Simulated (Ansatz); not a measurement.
# BN: a line through an energy map

Aim: follow the energy of BN (P-6m2, No. 187; 4 atoms in the cell) along one coordinate, shift of B1 along [0 0 1], with the other held at shift of B1 along [1 2 0] = −0.096 Å.

Program: Ansatz 0.2.0. Level of theory: DFT PBE+D3(BJ), scalar-relativistic, plane waves, PAW. These are calculated values, not measurements.

21 further runs of the same task are left out: 21 set aside as unsound or not needed.

**1. The starting structure**

It takes space group P-6m2 (No. 187, hexagonal). The conventional cell has a = 2.506 Å, b = 2.506 Å, c = 6.597 Å, α = 90.00°, β = 90.00°, γ = 120.00°. B (site symmetry -6m2) is surrounded by 3 N at 1.45 Å. N (site symmetry -6m2) has 3 B at 1.45 Å as nearest neighbours.

Structure file:

```xyz
4
Lattice="2.5061 0.0000 0.0000 -1.2531 2.1704 0.0000 0.0000 0.0000 6.5974" Properties=species:S:1:pos:R:3 pbc="T T T"
B     0.0000    0.0000    3.2987
B     0.0000    1.4469    0.0000
N     0.0000    0.0000    0.0000
N     1.2531    0.7235    3.2987
```

This cell was relaxed beforehand with the same method: volume 8.97 Å³/atom, gap on the mesh 4.36 eV.

**2. Plan of the line**

Atoms count from 1 in the order of the input.

One atom moved over a plane, all else fixed.

The axes are (1) shift of B1 along [1 2 0]: 11 values from −0.480 Å; (2) shift of B1 along [0 0 1]: 11 values from −0.480 Å.

Nothing else is relaxed (all other atoms fixed). Energies count from the relaxed crystal. Points are written as (first, second).

**3. The run at (−0.096 Å, −0.384 Å)**

The input, input.yaml:

```yaml
crystal:
  lattice:
    - [2.5061233057, 0.0, 0.0]
    - [-1.2530616528, 2.1703664477, 0.0]
    - [0.0, 0.0, 6.597357142]
  atoms:
    - { symbol: B, position: [-0.0221160809, -0.0442321619, 0.4417948746] }
    - { symbol: B, position: [0.3333333333, 0.6666666667, 0.0] }
    - { symbol: "N", position: [0.0, 0.0, 0.0] }
    - { symbol: "N", position: [0.6666666667, 0.3333333333, 0.5] }
basis:
  ecutwfc: 420
kpoints:
  mp_grid: { grid: [12, 12, 4] }
hamiltonian:
  xc: pbe
  dispersion: d3bj
scf:
  occupations: { method: gaussian, width: 0.05 }
output:
  forces: true
  stress: true
  eigenvalues: true
```

Launch:

```sh
$ ansatz run input.yaml --threads 2 --pin off --max-ram 4096MiB --backend cpu --events-out ev --progress --plain --runs-dir out
```

Log, shortened:

```text
Warning: RAYON_NUM_THREADS=2 ignored (pool sized by the plan → 2); use --threads N
[...]
Pseudopotentials: kind: paw
Pseudopotential: B, paw, valence charge 3, recommended cutoff 420 eV (normal), B.paw.azcp
Pseudopotential: N, paw, valence charge 5, recommended cutoff 420 eV (normal), N.paw.azcp
Functional definition: PBE
[...]
Crystal: 4 atoms, lattice volume = 35.884 Å³
Basis set: ecut = 420 eV, 713 PW (Γ), exchange–correlation on 36×36×90 points (8 copies of the dense FFT grid, shifted against one another)
Bands: 12, of which v1, the nominal top of the filled ones, is band 8 counted from 1 (7 counted from 0)
Symmetry: 2 space group operations
Space group: Cm (ITA 8), of the structure as read, at distance tolerance 3.3e-5 Å
k-points: 164 of 576 (time reversal used)
[...]
SCF iter   1: F=—  HF=-1084.229598 eV  |F-HF|=—  |Δ(HF+E_count)|=         —  Δρ=5.63e-3  dr2=1.45e-2  ethr=1.77e-3  ⟨swp⟩=6.6  Hψ=12137  notcnv=0
[...]
SCF iter   7: F=-1084.227247 eV  HF=-1084.227247 eV  |F-HF|=2.26e-8  |Δ(HF+E_count)|=   4.32e-7  Δρ=9.93e-6  dr2=1.44e-8  ethr=6.25e-10  ⟨swp⟩=5.3  Hψ=9391  notcnv=0
[...]
SCF converged after 7 iterations
Free energy (F): -1084.227247 eV
[...]
E sigma→0 (E₀):  -1084.227247 eV
Fermi energy:    7.069869 eV
[...]
--- Forces (eV/Å), atoms counted from 1 ---
  atom   1  B      0.00000000     3.31507761     4.98943041
  atom   2  B     -0.00000000    -0.00252744    -0.31917451
  atom   3  N     -0.00000000    -0.00247219     0.27034262
  atom   4  N     -0.00000000    -3.31010517    -4.94056317
[...]
--- Stress (GPa, compression-positive) ---
       -2.132632       0.000000      -0.000000
        0.000000       3.898020      -5.613577
       -0.000000      -5.613561      -9.729119
  P = ⅓ Tr σ = -2.6546 GPa (-26.546 kbar)
--- Band table (eV; the first three rows and the last of 164) ---
  k-point 0: bands = ["-13.2792", "-12.1634", "-1.6390", "1.0488", "3.0595", "3.0599", "3.9009", "5.7444", "8.8805", "14.7935", "15.3854", "16.0086"]
[...]
```

It took 4.2 s on 2 threads of Arm Neoverse V1, shared host; peak memory 0.35 GiB.

Energy on the map's scale: 1.15 eV.

**4. Point (−0.096 Å, −0.288 Å)**

input.yaml: that of step 3 with these lines changed.

```diff
@@ -6,3 +6,3 @@
   atoms:
-    - { symbol: B, position: [-0.0221160809, -0.0442321619, 0.4417948746] }
+    - { symbol: B, position: [-0.0221160809, -0.0442321619, 0.4563461559] }
     - { symbol: B, position: [0.3333333333, 0.6666666667, 0.0] }
@@ -23 +23,5 @@
   eigenvalues: true
+  write_density: true
+  write_potential: true
+  elf: true
+  volumetric_format: npy
```

Launch:

```sh
$ ansatz run input.yaml --threads 2 --pin off --max-ram 4096MiB --backend cpu --events-out ev --progress --plain --runs-dir out
```

Log, shortened:

```text
Warning: RAYON_NUM_THREADS=2 ignored (pool sized by the plan → 2); use --threads N
[...]
[... 4 set-up lines as earlier in the session ...]
[...]
Crystal: 4 atoms, lattice volume = 35.884 Å³
Basis set: ecut = 420 eV, 713 PW (Γ), exchange–correlation on 36×36×90 points (8 copies of the dense FFT grid, shifted against one another)
Bands: 12, of which v1, the nominal top of the filled ones, is band 8 counted from 1 (7 counted from 0)
[... 2 set-up lines as earlier in the session ...]
k-points: 164 of 576 (time reversal used)
[...]
SCF iter   1: F=—  HF=-1084.642071 eV  |F-HF|=—  |Δ(HF+E_count)|=         —  Δρ=3.72e-3  dr2=4.64e-3  ethr=1.77e-3  ⟨swp⟩=6.6  Hψ=12116  notcnv=0
[...]
SCF iter   6: F=-1084.642718 eV  HF=-1084.642718 eV  |F-HF|=1.91e-9  |Δ(HF+E_count)|=   3.72e-8  Δρ=7.82e-6  dr2=1.10e-8  ethr=6.25e-10  ⟨swp⟩=10.0  Hψ=14717  notcnv=0
[...]
SCF converged after 6 iterations
Free energy (F): -1084.642718 eV
[...]
E sigma→0 (E₀):  -1084.642718 eV
Fermi energy:    6.921348 eV
[...]
--- Forces (eV/Å), atoms counted from 1 ---
  atom   1  B      0.00000000     3.82524942     3.67414613
  atom   2  B     -0.00000000    -0.00289430    -0.24641985
  atom   3  N      0.00000000     0.00053949     0.20960256
  atom   4  N     -0.00000000    -3.82290444    -3.63725568
[...]
--- Stress (GPa, compression-positive) ---
       -2.860660       0.000000      -0.000000
        0.000000       5.776636      -4.882614
       -0.000000      -4.882587      -5.444408
  P = ⅓ Tr σ = -0.8428 GPa (-8.428 kbar)
--- Band table (eV; the first three rows and the last of 164) ---
  k-point 0: bands = ["-13.1393", "-12.4194", "-1.5349", "0.9121", "3.2120", "3.2133", "3.2972", "5.2661", "9.3446", "14.9073", "15.2428", "16.1577"]
[...]
```

Run time: 5.7 s. Hardware: 2 threads of Arm Neoverse V1, shared host; peak memory 0.36 GiB.

Axes a, b and c in the maps are those of this run's conventional cell (a, b, c = 4.341, 2.506, 6.597 Å).

Density in a lattice plane of the grid's cell (edges 4.34 and 6.60 Å, at 0.000 of the third edge), which holds B and N.

Ten even steps from '0' (0.02 e/Å³) to '9' (3.72 e/Å³):
```
8731000011112347
3210000000001112
0000000000000000
0000000000000000
0000000000000000
0000000000000000
0000000000000000
1112233210000011
0134787420000011
1135999621000011
1123687410000001
0001233100000000
0000000000000000
0000000000000000
0000000000000000
0000000000000000
0000000000000000
3210000000001112
8731000011112247
9951000011102479
```
Columns run along the first of these edges and rows up along the second, over one cell in 16 and 20 even steps from the bottom left corner. Atoms in the plane (fractional): B at (0.02, 0.54), B at (0.67, 0.00), N at (0.00, 0.00), N at (0.33, 0.50).

ELF in the same plane.

Ten even steps from ' ' (0.00) to '@' (0.91):
```
==**##**::    ..--::    ++@@@@##
%%%%##==..    ..::--::::++%%%%%%
##**++::        ..::::::--++**##
::::..                  ......::
                                
::----------::::..          ..::
--==**####****++--..      ::----
  ..##@@%%######++::    ..::--::
  ..##@@%%====####--    ..::--..
  ::%%@@**  ..**##--      ::--..
..--%%@@%%++**%%##--      ..::::
::--**%%@@@@@@%%**::        ..::
  ..--**##%%%%##==..            
      ..--==--::                
                                
--::..                  ....::--
####++::        ..::::::--++**##
%%%%##==..    ..::--::::++%%%%%%
==**%%**::    ..--::    ++@@@@##
  --##**::    ..--::    ++@@@@--
```
Columns run along the first of these edges and rows up along the second, over one cell in 16 and 20 even steps from the bottom left corner. Atoms in the plane (fractional): B at (0.02, 0.54), B at (0.67, 0.00), N at (0.00, 0.00), N at (0.33, 0.50).

Both are smooth fields of the valence electrons: close to the nuclei they are not physical.

Maxima of ELF outside the ion cores: 0.93 on the B–N line, 0.7 Å from B; 0.84 beside N, off the lines to its neighbours, 0.6 Å from N.

That is 0.73 eV from the zero.

**5. The run at (−0.096 Å, −0.192 Å)**

input.yaml: that of step 4 with these lines changed.

```diff
@@ -6,3 +6,3 @@
   atoms:
-    - { symbol: B, position: [-0.0221160809, -0.0442321619, 0.4563461559] }
+    - { symbol: B, position: [-0.0221160809, -0.0442321619, 0.4708974373] }
     - { symbol: B, position: [0.3333333333, 0.6666666667, 0.0] }
@@ -23,5 +23 @@
   eigenvalues: true
-  write_density: true
-  write_potential: true
-  elf: true
-  volumetric_format: npy
```

Launch:

```sh
$ ansatz run input.yaml --threads 2 --pin off --max-ram 4096MiB --backend cpu --events-out ev --progress --plain --runs-dir out
```

Log, shortened:

```text
Warning: RAYON_NUM_THREADS=2 ignored (pool sized by the plan → 2); use --threads N
[...]
[... 4 set-up lines as earlier in the session ...]
[...]
Crystal: 4 atoms, lattice volume = 35.884 Å³
Basis set: ecut = 420 eV, 713 PW (Γ), exchange–correlation on 36×36×90 points (8 copies of the dense FFT grid, shifted against one another)
Bands: 12, of which v1, the nominal top of the filled ones, is band 8 counted from 1 (7 counted from 0)
[... 2 set-up lines as earlier in the session ...]
k-points: 164 of 576 (time reversal used)
[...]
SCF iter   1: F=—  HF=-1084.932786 eV  |F-HF|=—  |Δ(HF+E_count)|=         —  Δρ=2.52e-3  dr2=1.33e-3  ethr=1.77e-3  ⟨swp⟩=6.6  Hψ=12078  notcnv=0
[...]
SCF iter   6: F=-1084.934332 eV  HF=-1084.934332 eV  |F-HF|=2.53e-9  |Δ(HF+E_count)|=   6.39e-8  Δρ=4.11e-6  dr2=3.19e-9  ethr=6.25e-10  ⟨swp⟩=5.3  Hψ=9219  notcnv=0
[...]
SCF converged after 6 iterations
Free energy (F): -1084.934332 eV
[...]
E sigma→0 (E₀):  -1084.934332 eV
Fermi energy:    6.824274 eV
[...]
--- Forces (eV/Å), atoms counted from 1 ---
  atom   1  B      0.00000000     4.23334323     2.40973734
  atom   2  B     -0.00000000    -0.00296923    -0.16813097
  atom   3  N      0.00000000     0.00230750     0.14276913
  atom   4  N     -0.00000000    -4.23268089    -2.38436046
[...]
--- Stress (GPa, compression-positive) ---
       -3.217095       0.000000      -0.000000
        0.000000       7.552809      -3.612709
       -0.000000      -3.612689      -2.424844
  P = ⅓ Tr σ = 0.6370 GPa (6.370 kbar)
--- Band table (eV; the first three rows and the last of 164) ---
  k-point 0: bands = ["-13.0517", "-12.5850", "-1.4756", "0.8109", "2.8411", "3.3243", "3.3251", "4.9088", "9.7299", "15.0111", "15.1356", "16.2653"]
[...]
```

Wall time 3.8 s (2 threads of Arm Neoverse V1, shared host); peak memory 0.35 GiB.

That is 0.44 eV from the zero.

**6. Changing settings: occupations.method cold, occupations.width 0.15**

input.yaml: that of step 5 with these lines changed.

```diff
@@ -18,6 +18,6 @@
 scf:
-  occupations: { method: gaussian, width: 0.05 }
+  occupations: { method: cold, width: 0.15 }
 output:
   forces: true
+  eigenvalues: true
   stress: true
-  eigenvalues: true
```

Launch:

```sh
$ ansatz run input.yaml --threads 2 --pin off --max-ram 4096MiB --backend cpu --events-out ev --progress --plain --runs-dir out
```

Log, shortened:

```text
Warning: RAYON_NUM_THREADS=2 ignored (pool sized by the plan → 2); use --threads N
[...]
[... 4 set-up lines as earlier in the session ...]
[...]
Crystal: 4 atoms, lattice volume = 35.884 Å³
Basis set: ecut = 420 eV, 713 PW (Γ), exchange–correlation on 36×36×90 points (8 copies of the dense FFT grid, shifted against one another)
Bands: 12, of which v1, the nominal top of the filled ones, is band 8 counted from 1 (7 counted from 0)
[... 2 set-up lines as earlier in the session ...]
k-points: 164 of 576 (time reversal used)
[...]
SCF iter   1: F=—  HF=-1084.932784 eV  |F-HF|=—  |Δ(HF+E_count)|=         —  Δρ=2.52e-3  dr2=1.33e-3  ethr=1.77e-3  ⟨swp⟩=6.1  Hψ=11551  notcnv=0
[...]
Free energy (F): -1084.934332 eV
[...]
E sigma→0 (E₀):  -1084.934332 eV
Fermi energy:    6.931076 eV
Step filling:    the computed levels leave a gap of 3.8294 eV = 25.5 smearing widths at the electron count; against every level under it full and every level over it empty, smearing changes F+E_penalty+E_count by -2.31e-76 meV and its σ→0 estimate by -5.33e-72 meV
[...]
--- Forces (eV/Å), atoms counted from 1 ---
  atom   1  B      0.00000000     4.23334272     2.40973857
  atom   2  B     -0.00000000    -0.00296920    -0.16813093
  atom   3  N      0.00000000     0.00230738     0.14276960
  atom   4  N     -0.00000000    -4.23268078    -2.38435995
[...]
--- Stress (GPa, compression-positive) ---
       -3.217104       0.000000      -0.000000
        0.000000       7.552800      -3.612709
       -0.000000      -3.612688      -2.424841
  P = ⅓ Tr σ = 0.6370 GPa (6.370 kbar)
--- Band table (eV; the first three rows and the last of 164) ---
  k-point 0: bands = ["-13.0517", "-12.5850", "-1.4756", "0.8109", "2.8411", "3.3243", "3.3251", "4.9088", "9.7299", "15.0111", "15.1356", "16.2653"]
[...]
```

Wall time 3.8 s (2 threads of Arm Neoverse V1, shared host); peak memory 0.35 GiB.

```csv
run,ending,energy change,pressure (GPa),gap (eV),force (eV/Å),cycles,time
step 5,converged,0,0.6,3.83,4.87,6,3.8 s
variant,converged,0.0 meV/atom (σ→0),0.6,3.83,4.87,6,3.8 s
```

The changed input (smearing) leaves the energy the same to the digits printed.

**7. Point (−0.096 Å, −0.096 Å)**

input.yaml: that of step 5 with these lines changed.

```diff
@@ -6,3 +6,3 @@
   atoms:
-    - { symbol: B, position: [-0.0221160809, -0.0442321619, 0.4708974373] }
+    - { symbol: B, position: [-0.0221160809, -0.0442321619, 0.4854487186] }
     - { symbol: B, position: [0.3333333333, 0.6666666667, 0.0] }
```

Launch:

```sh
$ ansatz run input.yaml --threads 2 --pin off --max-ram 4096MiB --backend cpu --events-out ev --progress --plain --runs-dir out
```

Log, shortened:

```text
Warning: RAYON_NUM_THREADS=2 ignored (pool sized by the plan → 2); use --threads N
[...]
[... 4 set-up lines as earlier in the session ...]
[...]
Crystal: 4 atoms, lattice volume = 35.884 Å³
Basis set: ecut = 420 eV, 713 PW (Γ), exchange–correlation on 36×36×90 points (8 copies of the dense FFT grid, shifted against one another)
Bands: 12, of which v1, the nominal top of the filled ones, is band 8 counted from 1 (7 counted from 0)
[... 2 set-up lines as earlier in the session ...]
k-points: 164 of 576 (time reversal used)
[...]
SCF iter   1: F=—  HF=-1085.105196 eV  |F-HF|=—  |Δ(HF+E_count)|=         —  Δρ=2.03e-3  dr2=5.43e-4  ethr=1.77e-3  ⟨swp⟩=6.5  Hψ=12052  notcnv=0
[...]
SCF iter   6: F=-1085.106878 eV  HF=-1085.106878 eV  |F-HF|=5.35e-9  |Δ(HF+E_count)|=   1.03e-7  Δρ=3.81e-6  dr2=2.36e-9  ethr=3.01e-10  ⟨swp⟩=2.9  Hψ=7899  notcnv=0
[...]
SCF converged after 6 iterations
Free energy (F): -1085.106878 eV
[...]
E sigma→0 (E₀):  -1085.106878 eV
Fermi energy:    6.820390 eV
[...]
--- Forces (eV/Å), atoms counted from 1 ---
  atom   1  B      0.00000000     4.49792650     1.19139098
  atom   2  B     -0.00000000    -0.00293442    -0.08534250
  atom   3  N      0.00000000     0.00321224     0.07224511
  atom   4  N     -0.00000000    -4.49820001    -1.17828885
[...]
--- Stress (GPa, compression-positive) ---
       -3.355876       0.000000      -0.000000
        0.000000       8.817307      -1.922078
       -0.000000      -1.922067      -0.640129
  P = ⅓ Tr σ = 1.6071 GPa (16.071 kbar)
--- Band table (eV; the first three rows and the last of 164) ---
  k-point 0: bands = ["-13.0160", "-12.6650", "-1.4483", "0.7503", "2.5602", "3.3911", "3.3918", "4.6882", "9.9853", "15.0696", "15.0883", "16.3298"]
[...]
```

Wall time 3.8 s (2 threads of Arm Neoverse V1, shared host); peak memory 0.36 GiB.

Energy on the map's scale: 0.27 eV.

**8. Point (−0.096 Å, 0.000 Å)**

input.yaml: that of step 7 with these lines changed.

```diff
@@ -6,3 +6,3 @@
   atoms:
-    - { symbol: B, position: [-0.0221160809, -0.0442321619, 0.4854487186] }
+    - { symbol: B, position: [-0.0221160809, -0.0442321619, 0.5] }
     - { symbol: B, position: [0.3333333333, 0.6666666667, 0.0] }
```

Launch:

```sh
$ ansatz run input.yaml --threads 2 --pin off --max-ram 4096MiB --backend cpu --events-out ev --progress --plain --runs-dir out
```

Log, shortened:

```text
Warning: RAYON_NUM_THREADS=2 ignored (pool sized by the plan → 2); use --threads N
[...]
[... 4 set-up lines as earlier in the session ...]
[...]
Crystal: 4 atoms, lattice volume = 35.884 Å³
Basis set: ecut = 420 eV, 713 PW (Γ), exchange–correlation on 36×36×90 points (8 copies of the dense FFT grid, shifted against one another)
Bands: 12, of which v1, the nominal top of the filled ones, is band 8 counted from 1 (7 counted from 0)
Symmetry: 4 space group operations
Space group: Amm2 (ITA 38), of the structure as read, at distance tolerance 3.3e-5 Å
k-points: 129 of 576 (time reversal used)
[...]
SCF iter   1: F=—  HF=-1085.162280 eV  |F-HF|=—  |Δ(HF+E_count)|=         —  Δρ=1.94e-3  dr2=4.44e-4  ethr=1.77e-3  ⟨swp⟩=6.5  Hψ=9451  notcnv=0
[...]
SCF iter   6: F=-1085.163951 eV  HF=-1085.163951 eV  |F-HF|=2.49e-9  |Δ(HF+E_count)|=   6.64e-9  Δρ=3.66e-6  dr2=3.45e-9  ethr=2.42e-10  ⟨swp⟩=2.5  Hψ=6114  notcnv=0
[...]
SCF converged after 6 iterations
Free energy (F): -1085.163951 eV
[...]
E sigma→0 (E₀):  -1085.163951 eV
Fermi energy:    6.838029 eV
[...]
--- Forces (eV/Å), atoms counted from 1 ---
  atom   1  B      0.00000000     4.58969899     0.00000000
  atom   2  B     -0.00000000    -0.00290859     0.00000000
  atom   3  N      0.00000000     0.00348593     0.00000000
  atom   4  N     -0.00000000    -4.59025811     0.00000000
[...]
--- Stress (GPa, compression-positive) ---
       -3.388505       0.000000       0.000000
        0.000000       9.274995       0.000000
        0.000000       0.000000      -0.050887
  P = ⅓ Tr σ = 1.9452 GPa (19.452 kbar)
--- Band table (eV; the first three rows and the last of 129) ---
  k-point 0: bands = ["-13.0102", "-12.6852", "-1.4408", "0.7304", "2.4652", "3.4133", "3.4139", "4.6138", "10.0747", "15.0474", "15.1174", "16.3513"]
[...]
```

Wall time 3.1 s (2 threads of Arm Neoverse V1, shared host); peak memory 0.34 GiB.

That is 0.21 eV from the zero.

**9. What came out**

| shift of B1 along [0 0 1] (Å) | step | energy (eV) | slope (eV per Å) | pressure (GPa) | band gap on the k-mesh (eV) | largest force on an atom (eV/Å) |
| --- | --- | --- | --- | --- | --- | --- |
| −0.480 | – | 1.69 | −6.3 | −4.6 | 1.90 | 6.91 |
| −0.384 | 3 | 1.15 | −5.0 | −2.7 | 2.65 | 5.99 |
| −0.288 | 4 | 0.73 | −3.7 | −0.8 | 3.31 | 5.30 |
| −0.192 | 5 | 0.44 | −2.4 | 0.6 | 3.83 | 4.87 |
| −0.096 | 7 | 0.27 | −1.2 | 1.6 | 4.06 | 4.65 |
| 0.000 | 8 | 0.21 | 0.0 | 1.9 | 4.11 | 4.59 |
| 0.096 | – | 0.27 | 1.2 | 1.6 | 4.06 | 4.65 |
| 0.192 | – | 0.44 | 2.4 | 0.6 | 3.83 | 4.87 |
| 0.288 | – | 0.73 | 3.7 | −0.8 | 3.31 | 5.30 |
| 0.384 | – | 1.15 | 5.0 | −2.7 | 2.65 | 5.99 |
| 0.480 | – | 1.69 | 6.3 | −4.6 | 1.90 | 6.91 |

Energies count from the relaxed crystal. Rows without a step come from runs not printed here or follow by symmetry. Slopes come from the forces (and the stress, where the cell changes), not from differences of energies.

```csv
run,outcome
"step 6, run with occupations.method cold, occupations.width 0.15 (against step 5)",0.0 meV/atom
```

**Reading.** The lowest point of the line is at 0.000 Å, 0.21 eV from the zero. A fit to energies and slopes at the lowest point and its two neighbours puts the minimum at 0.0000 Å, with a curvature of about 12 eV per Å². The highest point computed, at −0.480 Å, lies 1.48 eV above the lowest. This is one cut through a surface in two coordinates; the map's lowest point lies off it. The host is rigid and the atom is kept to this plane, so wells and barriers of the map are not those of diffusion. The gap on the mesh closes on part of the grid.

The gaps are Kohn-Sham values of a semilocal functional, not quasiparticle or optical gaps. Such gaps usually fall short of the measured ones.
